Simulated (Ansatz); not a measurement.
# TiSi (Cmmm) in Ansatz: notebook

The runs below take TiSi through band structure, single point, equation of state, with LDA.

Program: Ansatz 0.2.0. These are calculated values, not measurements. Logs are shortened: lines on timing, memory, paths and dates and some standing lists are left out, and cuts for length are marked.

## 1. Starting point

Symmetry: Cmmm, No. 65, orthorhombic system. The conventional cell has a = 3.632 Å, b = 4.235 Å, c = 3.804 Å, α = 90.00°, β = 90.00°, γ = 90.00°. Ti (site symmetry mmm) has 8 Si at 2.63 to 2.85 Å and 4 Ti at 2.79 Å as nearest neighbours. Around Si (site symmetry mmm) lie 8 Ti at 2.63 to 2.85 Å and 4 Si at 2.79 Å.

The cell comes from a database or a generator and needn't be the stable form of this composition.

## 2. Band structure, LDA

input.yaml

```yaml
crystal:
  lattice:
    - [1.816178, -2.117624, 0.0]
    - [1.816178, 2.117624, 0.0]
    - [0.0, 0.0, 3.803934]
  atoms:
    - { symbol: Ti, position: [0.5, 0.5, 0.0] }
    - { symbol: Si, position: [0.0, 0.0, 0.5] }
hamiltonian:
  xc: lda
  pseudopotentials: { kind: paw }
kpoints:
  mp_grid: { grid: [10, 10, 7] }
  band_path:
    path:
      - [[0.0, 0.0, 0.0], [0.4338904303, 0.4338904303, 0.0], [0.0, 0.5, 0.0], [0.0, 0.5, 0.5], [0.4338904303, 0.4338904303, 0.5], [0.0, 0.0, 0.5], [0.0, 0.0, 0.0], [-0.5, 0.5, 0.0], [-0.4338904303, 0.5661095697, 0.0], [-0.4338904303, 0.5661095697, 0.5], [-0.5, 0.5, 0.5], [-0.5, 0.5, 0.0]]
      - [[0.0, 0.0, 0.5], [-0.5, 0.5, 0.5]]
    npoints: 14
scf:
  occupations: { method: fermi_dirac, width: 0.05 }
  n_extra_bands: 6
output:
  forces: true
  stress: true
  eigenvalues: true
  fatbands: true
  write_density: true
  write_potential: true
  elf: true
  volumetric_format: npy
```

Potentials or basis: Ansatz PAW.

Launch:

```console
ansatz run input.yaml --threads 2 --pin off --max-ram 5632MiB --backend cpu --events-out ev --progress --plain --runs-dir out
```

Output:

```text
Warning: RAYON_NUM_THREADS=2 ignored (pool sized by the plan → 2); use --threads N
scf.n_extra_bands = 6 over 8 filled bands (N_el = 16.0): the run solves 14 bands
Engine: ansatz 0.2.0, aarch64-unknown-linux-gnu
Pseudopotentials: kind: paw
Pseudopotential: Ti, paw, valence charge 12, recommended cutoff 420 eV (normal), Ti.paw.azcp
Pseudopotential: Si, paw, valence charge 4, recommended cutoff 420 eV (normal), Si.paw.azcp
Functional definition: SPW92
  exchange = slater_x
  correlation = pw_c
Crystal: 2 atoms, lattice volume = 29.260 Å³
Basis set: ecut = 420 eV, 573 PW (Γ)
Bands: 14, of which v1, the nominal top of the filled ones, is band 8 counted from 1 (7 counted from 0)
Symmetry: 8 space group operations
Space group: Cmmm (ITA 65), of the structure as read, at distance tolerance 3.1e-5 Å
k-points: 124 of 700
Non-local potential: Ti, projectors of the file, l = 0: 3, l = 1: 2, l = 2: 3, l = 3: 1
Non-local potential: Si, projectors of the file, l = 0: 2, l = 1: 2, l = 2: 2
PAW form: soft (Blöchl's): semilocal exchange-correlation on the pseudo side does not see the compensation charge
PAW frozen core: Ti, regenerated for the run's functional, and the local potential with it (the file was generated under x = pbe(κ = 0.804, μ = 0.2195149727645171), c = pbe(β = 0.06672455060314922))
PAW frozen core: Si, regenerated for the run's functional, and the local potential with it (the file was generated under x = pbe(κ = 0.804, μ = 0.2195149727645171), c = pbe(β = 0.06672455060314922))
PAW one-centre angular grid: Ti, 590 points (default); XC on 64 Gauss nodes
PAW one-centre angular grid: Si, 110 points (default); XC on 64 Gauss nodes
Initial density: superposition of atomic densities (neutral atoms: chi_scale 0, normalization atom), corrected by the library's trained network
Initial wavefunctions: pseudopotential atomic-orbital guess
Functional: x = slater, c = lda
SCF iter   1: F=—  HF=-3060.177612 eV  |F-HF|=—  |Δ(HF+E_count)|=         —  Δρ=6.54e-3  dr2=6.58e-3  ethr=1.77e-3  ⟨swp⟩=5.0  Hψ=9224  notcnv=0  defer=1
preconditioner: auto → none  [metal: Δε(μ)=0.015 eV  Ē_g=7.515 eV  σ=0.050 eV  W_gap=0.07  n_scr=6 (ndim 8)  ℏωp=19.4 eV  f_vac=0.000  D(μ)=1.06/eV (n_scr^D=6)  sad-step TF]
SCF iter   2: F=—  HF=-3060.176016 eV  |F-HF|=—  |Δ(HF+E_count)|=   1.60e-3  Δρ=3.58e-3  dr2=2.04e-3  ethr=4.11e-5  ⟨swp⟩=2.0  Hψ=3238  notcnv=0  defer=49
SCF iter   3: F=—  HF=-3060.175568 eV  |F-HF|=—  |Δ(HF+E_count)|=   4.48e-4  Δρ=3.37e-4  dr2=5.38e-5  ethr=1.28e-5  ⟨swp⟩=2.5  Hψ=2547  notcnv=0  defer=49
SCF iter   4: F=—  HF=-3060.175560 eV  |F-HF|=—  |Δ(HF+E_count)|=   7.67e-6  Δρ=1.20e-4  dr2=7.21e-6  ethr=3.36e-7  ⟨swp⟩=2.0  Hψ=2126  notcnv=0  defer=49
iter 5 did not close the SCF: its close was put off for the readings that it lacked (scf_convergence_deferred on its scf_iter line)
SCF iter   5: F=-3060.175557 eV  HF=-3060.175557 eV  |F-HF|=4.55e-8  |Δ(HF+E_count)|=   2.57e-6  Δρ=2.15e-5  dr2=6.27e-8  ethr=4.51e-8  ⟨swp⟩=2.1  Hψ=2096  notcnv=0  defer=49
SCF iter   6: F=-3060.175557 eV  HF=-3060.175557 eV  |F-HF|=1.14e-8  |Δ(HF+E_count)|=   2.14e-8  Δρ=7.25e-6  dr2=1.32e-8  ethr=3.92e-10  ⟨swp⟩=7.1  Hψ=9590  notcnv=0
SCF 1 converged in 6 iterations: F = -3060.175557 eV  dr2 = 1.32e-8
NSCF: frozen V_eff on 170 k-points
SCF converged after 6 iterations
Free energy (F): -3060.175557 eV
Harris-Foulkes:  -3060.175557 eV  (|F-HF|=1.14e-8)
Internal energy: -3060.166504 eV  (E = F + TS)
E sigma→0 (E₀):  -3060.171031 eV
Entropy (-TS):   -0.009053 eV (-4.527 meV/atom)
Fermi energy:    13.041578 eV
--- Per-component energies (eV) ---
  E_band       = -130.158224
  E_kinetic    = 316.519626
  E_local      = -964.006274  (includes V_loc(G=0)·N_el)
  E_nonlocal   = 38.831141
  E_hartree    = 412.549066
  E_xc         = -153.471259
  E_vxc        = -171.411559  (∫ρ·V_xc dr)
  E_paw        = -1485.461748  (= ΣΔE_a)
  E_vpaw       = -175.184981  (= ΣTr[D̂ρ^β])
  E_aug_tail   = 0.000120  (compensation charges beyond the density's cutoff)
  E_ewald      = -1225.537457
  E_core_change = 0.410281  (= ΣΔE_core)
  E_smearing   = -0.009053  (= −TS)
  E_closure    = 0.000000  (closes the sum)
  Σ components = -3060.175557   (vs F -3060.175557, Δ=0.00e0)
--- Forces (eV/Å), atoms counted from 1 ---
  atom   1  Ti     0.00000000     0.00000000     0.00000000
  atom   2  Si    -0.00000000     0.00000000     0.00000000
  max |Σ_I F_I| component: 1.97e-31 eV/Å
--- Stress (GPa, compression-positive) ---
       -8.476807       0.000000       0.000000
        0.000000      -7.569018       0.000000
        0.000000       0.000000      -7.517529
  P = ⅓ Tr σ = -7.8545 GPa (-78.545 kbar)
--- Band table (eV; the first three rows and the last of 124) ---
  k-point 0: bands = ["-43.0386", "-19.7560", "-19.3444", "-19.2304", "1.4376", "10.6934", "11.4827", "11.9561", "14.7120", "15.3614", "15.9160", "18.2232", "19.0201", "19.4050"]
  k-point 1: bands = ["-43.0383", "-19.7644", "-19.3441", "-19.2301", "1.6294", "9.4969", "12.0076", "12.3426", "14.4446", "15.2146", "15.9299", "18.7643", "19.3474", "20.0473"]
  k-point 2: bands = ["-43.0375", "-19.7831", "-19.3433", "-19.2294", "2.1402", "7.9569", "12.1288", "13.1280", "13.9894", "14.9360", "15.9611", "19.9833", "20.1233", "20.6499"]
  k-point 123: bands = ["-42.8971", "-19.7952", "-19.7255", "-19.6458", "8.3259", "8.9372", "9.7934", "10.3392", "14.6827", "15.3539", "16.3970", "17.2579", "17.2628", "17.5395"]
```

Wall time 3.3 s (2 threads of Arm Neoverse V1, shared host); peak memory 0.35 GiB.

What came out:

```
Free energy            : -3060.1756 eV
Pressure               : -7.9 GPa
Band gap on the k mesh : none (metal or under the smearing width)
```

Levels at the corners of the path, in eV from the Fermi level:
```tsv
point	band 5	band 6	band 7	band 8	band 9	band 10	band 11	band 12
Γ	-11.60	-2.35	-1.56	-1.09	1.67	2.32	2.87	5.18
X	-5.82	-3.50	-2.74	-0.71	-0.69	-0.14	3.29	3.86
S	-7.54	-6.21	-2.80	-0.81	1.63	2.32	4.27	4.89
R	-7.84	-4.66	-2.49	-1.67	1.41	1.79	1.84	3.29
A	-4.67	-4.59	-3.62	-1.93	2.09	2.12	2.59	4.12
Z	-10.25	-6.37	-0.79	0.59	0.62	1.68	2.95	7.08
Γ	-11.60	-2.35	-1.56	-1.09	1.67	2.32	2.87	5.18
Y	-5.76	-3.63	-1.42	-1.22	-0.83	-0.29	2.81	3.20
X1	-5.82	-3.50	-2.74	-0.71	-0.69	-0.14	3.29	3.86
A1	-4.67	-4.59	-3.62	-1.93	2.09	2.12	2.59	4.12
T	-4.75	-3.76	-3.30	-3.11	2.14	2.70	2.79	4.08
Y	-5.76	-3.63	-1.42	-1.22	-0.83	-0.29	2.81	3.20
Z	-10.25	-6.37	-0.79	0.59	0.62	1.68	2.95	7.08
T	-4.75	-3.76	-3.30	-3.11	2.14	2.70	2.79	4.08
```

Caveat: the PAW data sets come from PBE, with cores solved anew for the run's functional, which leaves a small shift of forces and pressure.

## 3. Single point, LDA, 13.75 Å³/atom (volume scaled by 0.94)

input.yaml

```yaml
crystal:
  lattice:
    - [1.7791027398, -2.0743950539, 0.0]
    - [1.7791027398, 2.0743950539, 0.0]
    - [0.0, 0.0, 3.7262809049]
  atoms:
    - { symbol: Ti, position: [0.5, 0.5, 0.0] }
    - { symbol: Si, position: [0.0, 0.0, 0.5] }
hamiltonian:
  xc: lda
  pseudopotentials: { kind: paw }
kpoints:
  mp_grid: { grid: [10, 10, 7] }
scf:
  occupations: { method: fermi_dirac, width: 0.05 }
output:
  forces: true
  stress: true
  eigenvalues: true
  write_density: true
  write_potential: true
  elf: true
  volumetric_format: npy
```

Potentials or basis: Ansatz PAW.

Launch:

```console
ansatz run input.yaml --threads 2 --pin off --max-ram 5632MiB --backend cpu --events-out ev --progress --plain --runs-dir out
```

Run time: 2 s. Hardware: 2 threads of Arm Neoverse V1, shared host; peak memory 0.33 GiB.

Results (log left out):

- Free energy: -3060.2169 eV
- Pressure: 0.7 GPa
- Band gap on the k mesh: none (metal or under the smearing width)

Caveat: the PAW data sets come from PBE, with cores solved anew for the run's functional, which leaves a small shift of forces and pressure.

## 4. Single point, LDA, 14.04 Å³/atom (volume scaled by 0.96)

input.yaml

```yaml
crystal:
  lattice:
    - [1.7916320451, -2.0890039511, 0.0]
    - [1.7916320451, 2.0890039511, 0.0]
    - [0.0, 0.0, 3.7525231843]
  atoms:
    - { symbol: Ti, position: [0.5, 0.5, 0.0] }
    - { symbol: Si, position: [0.0, 0.0, 0.5] }
hamiltonian:
  xc: lda
  pseudopotentials: { kind: paw }
kpoints:
  mp_grid: { grid: [10, 10, 7] }
scf:
  occupations: { method: fermi_dirac, width: 0.05 }
output:
  forces: true
  stress: true
  eigenvalues: true
```

Launch:

```console
ansatz run input.yaml --threads 2 --pin off --max-ram 5632MiB --backend cpu --events-out ev --progress --plain --runs-dir out
```

Wall time 1.6 s (2 threads of Arm Neoverse V1, shared host); peak memory 0.32 GiB.

It converged, with:

| Item | Value |
| --- | --- |
| Free energy | -3060.2137 eV |
| Pressure | -2.4 GPa |
| Band gap on the k mesh | none (metal or under the smearing width) |

Caveat: the PAW data sets come from PBE, with cores solved anew for the run's functional, which leaves a small shift of forces and pressure.

## 5. Single point, LDA, 14.34 Å³/atom (volume scaled by 0.98)

input.yaml, as its differences from that of step 4:

```diff
@@ -2,5 +2,5 @@
   lattice:
-    - [1.7916320451, -2.0890039511, 0.0]
-    - [1.7916320451, 2.0890039511, 0.0]
-    - [0.0, 0.0, 3.7525231843]
+    - [1.8039885186, -2.1034113302, 0.0]
+    - [1.8039885186, 2.1034113302, 0.0]
+    - [0.0, 0.0, 3.7784034724]
   atoms:
```

Launch:

```console
ansatz run input.yaml --threads 2 --pin off --max-ram 5632MiB --backend cpu --events-out ev --progress --plain --runs-dir out
```

Run time: 2 s. Hardware: 2 threads of Arm Neoverse V1, shared host; peak memory 0.33 GiB.

It converged, with:

| Property | Result |
| --- | --- |
| Free energy | -3060.1996 eV |
| Pressure | -5.3 GPa |
| Band gap on the k mesh | none (metal or under the smearing width) |

Caveat: the PAW data sets come from PBE, with cores solved anew for the run's functional, which leaves a small shift of forces and pressure.

## 6. Single point, LDA, 14.63 Å³/atom

input.yaml, as its differences from that of step 5:

```diff
@@ -2,5 +2,5 @@
   lattice:
-    - [1.8039885186, -2.1034113302, 0.0]
-    - [1.8039885186, 2.1034113302, 0.0]
-    - [0.0, 0.0, 3.7784034724]
+    - [1.816178, -2.117624, 0.0]
+    - [1.816178, 2.117624, 0.0]
+    - [0.0, 0.0, 3.803934]
   atoms:
```

Potentials or basis: Ansatz PAW.

Launch:

```console
ansatz run input.yaml --threads 2 --pin off --max-ram 5632MiB --backend cpu --events-out ev --progress --plain --runs-dir out
```

Wall time 1.6 s (2 threads of Arm Neoverse V1, shared host); peak memory 0.32 GiB.

Results (log left out):

```yaml
Free_energy: -3060.1756 eV
Pressure: -7.9 GPa
Band_gap_on_the_k_mesh: none (metal or under the smearing width)
```

Caveat: the PAW data sets come from PBE, with cores solved anew for the run's functional, which leaves a small shift of forces and pressure.

## 7. Single point, LDA, 14.92 Å³/atom (volume scaled by 1.02)

input.yaml, as its differences from that of step 6:

```diff
@@ -2,5 +2,5 @@
   lattice:
-    - [1.816178, -2.117624, 0.0]
-    - [1.816178, 2.117624, 0.0]
-    - [0.0, 0.0, 3.803934]
+    - [1.8282060194, -2.1316484087, 0.0]
+    - [1.8282060194, 2.1316484087, 0.0]
+    - [0.0, 0.0, 3.8291263501]
   atoms:
```

Launch:

```console
ansatz run input.yaml --threads 2 --pin off --max-ram 5632MiB --backend cpu --events-out ev --progress --plain --runs-dir out
```

Run time: 1.6 s. Hardware: 2 threads of Arm Neoverse V1, shared host; peak memory 0.32 GiB.

Results (log left out):

```yaml
Free_energy: -3060.1425 eV
Pressure: -10.2 GPa
Band_gap_on_the_k_mesh: none (metal or under the smearing width)
```

Caveat: the PAW data sets come from PBE, with cores solved anew for the run's functional, which leaves a small shift of forces and pressure.

## 8. Single point, LDA, 15.22 Å³/atom (volume scaled by 1.04)

input.yaml, as its differences from that of step 7:

```diff
@@ -2,5 +2,5 @@
   lattice:
-    - [1.8282060194, -2.1316484087, 0.0]
-    - [1.8282060194, 2.1316484087, 0.0]
-    - [0.0, 0.0, 3.8291263501]
+    - [1.8400778197, -2.1454906694, 0.0]
+    - [1.8400778197, 2.1454906694, 0.0]
+    - [0.0, 0.0, 3.8539915036]
   atoms:
```

Launch:

```console
ansatz run input.yaml --threads 2 --pin off --max-ram 5632MiB --backend cpu --events-out ev --progress --plain --runs-dir out
```

It took 2.1 s on 2 threads of Arm Neoverse V1, shared host; peak memory 0.33 GiB.

Results (log left out):

```yaml
Free_energy: -3060.1015 eV
Pressure: -12.3 GPa
Band_gap_on_the_k_mesh: none (metal or under the smearing width)
```

Caveat: the PAW data sets come from PBE, with cores solved anew for the run's functional, which leaves a small shift of forces and pressure.

## 9. Single point, LDA, 15.51 Å³/atom (volume scaled by 1.06)

input.yaml, as its differences from that of step 8:

```diff
@@ -2,5 +2,5 @@
   lattice:
-    - [1.8400778197, -2.1454906694, 0.0]
-    - [1.8400778197, 2.1454906694, 0.0]
-    - [0.0, 0.0, 3.8539915036]
+    - [1.8517983766, -2.1591565835, 0.0]
+    - [1.8517983766, 2.1591565835, 0.0]
+    - [0.0, 0.0, 3.878539882]
   atoms:
@@ -19 +19,5 @@
   eigenvalues: true
+  write_density: true
+  write_potential: true
+  elf: true
+  volumetric_format: npy
```

Potentials or basis: Ansatz PAW.

Launch:

```console
ansatz run input.yaml --threads 2 --pin off --max-ram 5632MiB --backend cpu --events-out ev --progress --plain --runs-dir out
```

It took 2.3 s on 2 threads of Arm Neoverse V1, shared host; peak memory 0.33 GiB.

Results (log left out):

| Quantity | Value |
| --- | --- |
| Free energy | -3060.0532 eV |
| Pressure | -14.1 GPa |
| Band gap on the k mesh | none (metal or under the smearing width) |

Caveat: the PAW data sets come from PBE, with cores solved anew for the run's functional, which leaves a small shift of forces and pressure.

## 10. Equation of state, LDA

No new run: the results of the series are fitted here.

Results:

| Item | Value |
| --- | --- |
| Equilibrium volume | 13.82 Å³/atom |
| Bulk modulus at fixed shape and positions | 154 GPa |
| Pressure derivative of the bulk modulus | 4.0 |

Energy against volume, from the lowest point:
```
volume (Å³/atom)  energy (meV/atom)
          13.752               0.00
          14.045               1.58
          14.337               8.64
          14.630              20.66
          14.922              37.17
          15.215              57.70
          15.508              81.84
```

Caveat: the cell was scaled at fixed shape and fractional positions, which overstates the stiffness of a crystal with free parameters, most of all of layers and chains.
